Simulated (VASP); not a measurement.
Input of a VASP 6.6.1 run:

Contents of POSCAR:

```
InP
1.0
    0.0000000000      2.9305000000      2.9305000000
    2.9305000000      0.0000000000      2.9305000000
    2.9305000000      2.9305000000      0.0000000000
In P
1 1
Direct
    0.0000000000      0.0000000000      0.0000000000
    0.7500000000      0.7500000000      0.7500000000
```

Contents of INCAR.step1:

```
PREC = Accurate
ENCUT = 900
EDIFF = 1E-6
ISMEAR = -1
SIGMA = 0.05
LREAL = F
LASPH = T
NELM = 60
ALGO = Normal
ISIF = 2
LWAVE = F
LCHARG = T
GGA = PE
NBANDS = 16
```

File KPOINTS.step1:

```
Automatic mesh
0
Gamma
  8 8 8
```

Contents of INCAR.step2:

```
PREC = Accurate
ENCUT = 900
EDIFF = 1E-6
ISMEAR = 0
SIGMA = 0.05
LREAL = F
LASPH = T
NELM = 60
ALGO = Normal
ISIF = 2
LWAVE = F
LCHARG = F
GGA = PE
NBANDS = 16
ICHARG = 11
```

Contents of KPOINTS.step2:

```
path GXWKGLUWLK,UX
15
line-mode
reciprocal
 0.0000000000  0.0000000000  0.0000000000  G
 0.5000000000  0.0000000000  0.5000000000  X

 0.5000000000  0.0000000000  0.5000000000  X
 0.5000000000  0.2500000000  0.7500000000  W

 0.5000000000  0.2500000000  0.7500000000  W
 0.3750000000  0.3750000000  0.7500000000  K

 0.3750000000  0.3750000000  0.7500000000  K
 0.0000000000  0.0000000000  0.0000000000  G

 0.0000000000  0.0000000000  0.0000000000  G
 0.5000000000  0.5000000000  0.5000000000  L

 0.5000000000  0.5000000000  0.5000000000  L
 0.6250000000  0.2500000000  0.6250000000  U

 0.6250000000  0.2500000000  0.6250000000  U
 0.5000000000  0.2500000000  0.7500000000  W

 0.5000000000  0.2500000000  0.7500000000  W
 0.5000000000  0.5000000000  0.5000000000  L

 0.5000000000  0.5000000000  0.5000000000  L
 0.3750000000  0.3750000000  0.7500000000  K

 0.6250000000  0.2500000000  0.6250000000  U
 0.5000000000  0.0000000000  0.5000000000  X
```

Potentials or basis: VASP PAW PBE potentials, release 64 (In_d_GW, P_GW).

The run is started by

```bash
$ cat potpaw_PBE.64/In_d_GW/POTCAR potpaw_PBE.64/P_GW/POTCAR > POTCAR
$ cp INCAR.step1 INCAR
$ cp KPOINTS.step1 KPOINTS
$ mpirun -np 1 vasp_std > vasp.out
$ cp INCAR.step2 INCAR
$ cp KPOINTS.step2 KPOINTS
$ mpirun -np 1 vasp_std > vasp.out
```

Problem. Predict the band gap along the path.

Solution. 0.71 eV, direct.

Problem. What does it give for the band gap on the k mesh?

Solution. 0.71 eV, direct.

Levels at the corners of the path, in eV from the valence-band top:
| point | band 5 | band 6 | band 7 | band 8 | band 9 | band 10 | band 11 | band 12 | band 13 | band 14 |
| --- | --- | --- | --- | --- | --- | --- | --- | --- | --- | --- |
| Γ | -14.05 | -11.52 | 0.00 | 0.00 | 0.00 | 0.71 | 4.09 | 4.09 | 4.09 | 8.58 |
| X | -14.01 | -9.14 | -5.75 | -2.32 | -2.32 | 1.77 | 2.27 | 9.21 | 9.58 | 9.58 |
| X | -14.01 | -9.14 | -5.75 | -2.32 | -2.32 | 1.77 | 2.27 | 9.21 | 9.58 | 9.59 |
| W | -14.03 | -9.06 | -5.60 | -2.95 | -2.91 | 4.29 | 4.38 | 5.57 | 6.21 | 10.19 |
| W | -14.03 | -9.06 | -5.60 | -2.95 | -2.91 | 4.29 | 4.38 | 5.57 | 6.21 | 10.19 |
| K | -14.03 | -9.15 | -5.61 | -3.30 | -1.94 | 2.36 | 4.39 | 7.50 | 7.53 | 8.26 |
| K | -14.03 | -9.15 | -5.61 | -3.30 | -1.94 | 2.36 | 4.39 | 7.50 | 7.53 | 8.26 |
| Γ | -14.05 | -11.52 | 0.00 | 0.00 | 0.00 | 0.71 | 4.09 | 4.09 | 4.09 | 8.58 |
| Γ | -14.05 | -11.52 | 0.00 | 0.00 | 0.00 | 0.71 | 4.09 | 4.09 | 4.09 | 8.58 |
| L | -14.04 | -9.80 | -5.73 | -0.97 | -0.97 | 1.50 | 4.81 | 4.81 | 7.11 | 9.48 |
| L | -14.04 | -9.80 | -5.73 | -0.97 | -0.97 | 1.50 | 4.81 | 4.81 | 7.11 | 9.48 |
| U | -14.03 | -9.15 | -5.61 | -3.30 | -1.94 | 2.36 | 4.39 | 7.50 | 7.53 | 8.26 |
| U | -14.03 | -9.15 | -5.61 | -3.30 | -1.94 | 2.36 | 4.39 | 7.50 | 7.53 | 8.26 |
| W | -14.03 | -9.06 | -5.60 | -2.95 | -2.91 | 4.29 | 4.38 | 5.57 | 6.21 | 10.19 |
| W | -14.03 | -9.06 | -5.60 | -2.95 | -2.91 | 4.29 | 4.38 | 5.57 | 6.21 | 10.19 |
| L | -14.04 | -9.80 | -5.73 | -0.97 | -0.97 | 1.50 | 4.81 | 4.81 | 7.11 | 9.48 |
| L | -14.04 | -9.80 | -5.73 | -0.97 | -0.97 | 1.50 | 4.81 | 4.81 | 7.11 | 9.48 |
| K | -14.03 | -9.15 | -5.61 | -3.30 | -1.94 | 2.36 | 4.39 | 7.50 | 7.53 | 8.26 |
| U | -14.03 | -9.15 | -5.61 | -3.30 | -1.94 | 2.36 | 4.39 | 7.50 | 7.53 | 8.26 |
| X | -14.01 | -9.14 | -5.75 | -2.32 | -2.32 | 1.77 | 2.27 | 9.21 | 9.58 | 9.58 |

Caveat: the log is that of the step along the path at fixed density, whose energy, stress, charges and moments have no meaning; spin-orbit coupling is left out, which moves the levels of the heavy elements.

**The experiment to reproduce.**

A printed reference work, data compilation reports, for a bulk crystal of InP at 1.6 K: band gap 1.4236 eV (direct).

A measured gap of InP is 1.4236 eV (direct; 1.6 K; a printed reference work, data compilation); the calculated 0.71 eV misses it by -0.71 eV. Spin-orbit coupling on In is left out. The value is that of PBE, without temperature or zero-point motion. Semilocal functionals fall short of measured gaps as a rule.
